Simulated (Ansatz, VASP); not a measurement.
**CdTe: VASP beside Ansatz**

```
CELL_PARAMETERS angstrom
0.00000 3.20500 3.20500
3.20500 0.00000 3.20500
3.20500 3.20500 0.00000
ATOMIC_POSITIONS crystal
Te 0.75000 0.75000 0.75000
Cd 0.00000 0.00000 0.00000
```

Alike in both runs: functional PBE; k mesh 7 × 7 × 7; occupations gaussian, width 0.02 eV; no spin polarisation.

|  | VASP | Ansatz |
| --- | --- | --- |
| version | VASP 6.6.1 | Ansatz 0.2.0 |
| potentials or method | VASP PAW PBE potentials, release 64 (Te, Cd) | Ansatz PAW |
| plane-wave cutoff (eV) | 520 | 420 |
| valence electrons in the cell | 18 | 36 |
| task | electron localisation function | single point |

```csv
,VASP,Ansatz,Ansatz less VASP
gap on the k mesh at the Fermi level (eV),0.87,0.87,0.000
least direct gap on the mesh (eV),0.87,0.87,0.000
pressure (GPa),4.4,4.2,-0.16
```

The functional is the same, so the differences come from potentials, cutoffs and numerics. The two sets of potentials don't hold the same shells in valence.

Caveats: spin-orbit coupling is left out, which moves the levels of the heavy elements; odd divisions of the mesh miss points on the zone boundary, where band edges often lie, so the gap on the mesh can be too wide (Ansatz).
